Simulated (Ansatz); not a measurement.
Runs of Ansatz 0.2.0 on MoS2. It takes space group P-3m1 (No. 164, trigonal). Conventional cell: a = 3.227 Å, b = 3.227 Å, c = 6.312 Å, α = 90.00°, β = 90.00°, γ = 120.00°. Mo (site symmetry -3m) has 6 S at 2.42 Å as nearest neighbours. Around S (site symmetry 3m) lie 3 Mo at 2.42 Å. Measurements of this composition are mostly on another form, of space group No. 194.

```csv
task,level,cell,points for each segment of the path,gap on the mesh (eV),pressure (GPa),relaxed volume (Å³/atom),largest force (eV/Å)
relaxation of cell and atoms,HSE06,relaxed,-,none,0.0,(a),-
single point,PBE0,as given,-,-,-3.4,-,0.24
relaxation of cell and atoms,PBE0,relaxed,-,-,0.0,20.53,-
band structure,HSE06,as given,4,none,-3.2,-,0.24
```

Alike in all rows: potentials or basis Ansatz PAW; no spin polarisation; k mesh 6 × 6 × 4; cutoff (eV) 420; smearing fermi-dirac 0.05 eV; the mesh is coarse, so values aren't converged.

Q: Fill in the values left out.

A: (a) 20.37.

Caveats: all runs use coarse meshes; this functional lacks dispersion, which binds the layers, so the pressure and a relaxed spacing across them are unreliable; the PAW data sets come from PBE, with cores solved anew for the run's functional, which leaves a small shift of forces and pressure; the plane-wave basis is chosen anew once the cell has moved, so the energies of steps on either side of that aren't comparable (some runs); the thresholds are loose for stress (some runs).

A k mesh can miss the band edges, and the runs leave out spin-orbit coupling on Mo.

A gap of «none» marks a metal or a gap under the smearing width.
